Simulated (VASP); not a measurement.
## V: relaxation of cell and atoms with PBE

V:

```
V
1.0
     2.69235    0.00000    0.00000
    -1.34617    2.33164    0.00000
     0.00000    0.00000    4.39661
V
2
Direct
  0.33333 0.66667 0.25000
  0.66667 0.33333 0.75000
```

This isn't the form of V at room conditions, which is bcc.

* Program: VASP 6.6.1
* Task: relaxation of cell and atoms
* Functional: PBE
* Potentials or basis: VASP PAW PBE potentials, release 64 (V_sv)
* Cutoff: 600 eV
* k mesh: 18 × 18 × 10
* Occupations: gaussian, width 0.1 eV
* Spin: no spin polarisation
* Further INCAR settings: ALGO = Fast; EDIFF = 1e-07; IBRION = 2; EDIFFG = -0.005; NSW = 90; ISIF = 3

```
Relaxed volume                         : 13.85 Å³/atom
Relaxed cell                           : a = 2.611 Å, b = 2.611 Å, c = 4.692 Å, α = 90.00°, β = 90.00°, γ = 120.00°
Space group after relaxing (to 0.05 Å) : P6_3/mmc (No. 194)
Energy gained by relaxing              : 34.0 meV/atom
Ionic steps                            : 8
Pressure after relaxing                : 0.0 GPa
Band gap on the k mesh                 : none (metal or under the smearing width)
```

The path:
| step | energy change (eV) | largest force (eV/Å) | pressure (GPa) | volume (Å³) |
| --- | --- | --- | --- | --- |
| 1 | 0.0000 | 0.0000 | 0.98 | 27.60 |
| 2 | -0.0361 | 0.0000 | -1.28 | 27.93 |
| 3 | -0.0589 | 0.0000 | -3.65 | 28.31 |
| 4 | -0.0632 | 0.0000 | 1.65 | 27.45 |
| 5 | -0.0676 | 0.0000 | -0.61 | 27.80 |
| 6 | -0.0681 | 0.0000 | 0.07 | 27.70 |
| 7 | -0.0681 | 0.0000 | -0.10 | 27.71 |
| 8 | -0.0681 | 0.0000 | -0.05 | 27.71 |

Final structure:
```yaml
crystal:
  lattice:
    - [2.61144, 0.00000, 0.00000]
    - [-1.30572, 2.26158, 0.00000]
    - [0.00000, 0.00000, 4.69151]
  atoms:
    - { symbol: V, position: [0.33333, 0.66667, 0.25000] }
    - { symbol: V, position: [0.66667, 0.33333, 0.75000] }
```

Levels at points of the mesh, in eV from the Fermi level:
```
           k point  band 11  band 12  band 13  band 14  band 15  band 16
(0.00, 0.00, 0.00)    -0.53    -0.16     0.31     0.31     0.64     0.64
(0.50, 0.00, 0.00)    -2.70    -0.33    -0.23     0.31     0.57     2.97
(0.00, 0.00, 0.50)    -0.99    -0.99     0.35     0.35     0.35     0.35
(0.50, 0.00, 0.50)    -1.78    -1.78     1.60     1.60     1.62     1.62
```

Run time: 9 min on 1 thread of Intel(R) Xeon(R) Platinum 8488C (Sapphire Rapids) (shared host), peak memory 0.24 GiB.
